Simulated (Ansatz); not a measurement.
Runs of Ansatz 0.2.0 on P. Symmetry: Cmce, No. 64, orthorhombic system. Conventional cell: a = 3.295 Å, b = 10.930 Å, c = 4.544 Å, α = 90.00°, β = 90.00°, γ = 90.00°. P (site symmetry m) has 3 P at 2.20 to 2.25 Å as nearest neighbours. 

```csv
level,gap on the mesh (eV),pressure (GPa),largest force (eV/Å)
LDA,0.34,(c),0.20
HSE06,(a),-0.1,0.14
revPBE,0.48,3.4,0.35
PBE0,1.68,(b),0.15
PBE,0.44,2.1,(d)
```

Alike in all rows: task projected density of states; potentials or basis Ansatz PAW; no spin polarisation; cell as given; k mesh 5 × 5 × 4; cutoff (eV) 420; smearing fermi-dirac 0.05 eV.

Estimate the missing entries.

(a) 1.02; (b) -0.2; (c) -2.0; (d) 0.33.

Caveats: odd divisions of the mesh miss points on the zone boundary, where band edges often lie, so the gap on the mesh can be too wide; the density of states is complete only up to the lowest level of the last band computed; the PAW data sets come from PBE, with cores solved anew for the run's functional, which leaves a small shift of forces and pressure (some runs); the thresholds are loose for stress (some runs).

A k mesh can miss the band edges.
